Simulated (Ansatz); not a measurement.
I need a convergence test of the plane-wave cutoff of ZrS2, space group P-3m1. Use the Python package of Ansatz (0.2.0). Use (first run): PBEsol, PAW, cutoff 250 eV, 6×6×3 k-points, Fermi-Dirac smearing of 0.1 eV. The script varies cutoff (eV): 250, 350, 450, 550, 650, 750.

```cif
data_structure
_symmetry_space_group_name_H-M 'P 1'
_symmetry_Int_Tables_number 1
_cell_length_a 3.6914
_cell_length_b 3.6914
_cell_length_c 6.0411
_cell_angle_alpha 90.000
_cell_angle_beta 90.000
_cell_angle_gamma 120.000
_cell_volume 71.29
loop_
_atom_site_label
_atom_site_type_symbol
_atom_site_fract_x
_atom_site_fract_y
_atom_site_fract_z
_atom_site_occupancy
Zr1 Zr 0.00000 0.00000 0.00000 1
S1 S 0.66667 0.33333 0.76209 1
S2 S 0.33333 0.66667 0.23791 1
```

The script, `ecut_zrs2.py`:
```python
'''Convergence of ZrS2 with the plane-wave cutoff.'''

import warnings

import ansatz as az

warnings.simplefilter('ignore', az.DeckWarning)

xtal = (
    az.Lattice.of((3.69138, 0.0, 0.0), (-1.84569, 3.19683, 0.0), (0.0, 0.0, 6.04108))
    .atom('Zr', (0.0, 0.0, 0.0))
    .atom('S', (2 / 3, 1 / 3, 0.76209))
    .atom('S', (1 / 3, 2 / 3, 0.23791))
)

calc = (
    xtal.calculation()
    .functional(az.Functional.PBESOL)
    .kpoints(6, 6, 3, center='gamma')
    .occupations(az.OccupationsMethod.FERMI_DIRAC)
    .stress()
)

rows = []
for value in [250, 350, 450, 550, 650, 750]:
    rep = calc.basis(value).run(threads=1).report
    rows.append((value, rep['free_energy_ev'] / len(rep['lattice']['sites']), rep['n_iterations'], sum(rep['stress_gpa'][i][i] for i in range(3)) / 3, rep['n_pw']))

print(' cutoff (eV)   F/atom (eV)    iterations       P (GPa)   plane waves')
for row in rows:
    print(f'{str(row[0]):>12s}  {row[1]:12.5f}  {row[2]:12d}  {row[3]:12.3f}  {row[4]:12d}')

# the last row is the reference
for row in rows[:-1]:
    shift = 1000 * (row[1] - rows[-1][1])
    print(f'{row[0]}: {shift:+.2f} meV/atom' + ('  (within 1 meV)' if abs(shift) < 1 else ''))
```

Output of `python ecut_zrs2.py`:
```text
 cutoff (eV)   F/atom (eV)    iterations       P (GPa)   plane waves
         250   -1967.58944             6        -1.910           627
         350   -1967.70499             6        -2.454          1099
         450   -1967.70732             6        -2.473          1545
         550   -1967.70751             6        -2.474          2093
         650   -1967.70756             6        -2.474          2731
         750   -1967.70757             6        -2.474          3357
250: +118.13 meV/atom
350: +2.58 meV/atom
450: +0.25 meV/atom  (within 1 meV)
550: +0.06 meV/atom  (within 1 meV)
650: +0.01 meV/atom  (within 1 meV)
```

From 450 eV on it stays within 1 meV an atom of the value at 750 eV; the first row (250 eV) is off by 118.1 meV and the last but one by 0.01 meV. The energy falls steadily, as expected when plane waves are added. The pressure moves from -1.91 to -2.47 GPa (the program's stress holds a Pulay correction, so it settles early).

Notes:
- No spin polarisation was allowed.
- Pressure is positive in compression.
- The structure comes from a database of computed cells and needn't be a stable or known phase.
- Shifts are counted from the last row, which is itself no proven limit.
- The script silences the warnings on its input, which a real study should read.

(Lines on the test bed's own set-up are left out of the output.)
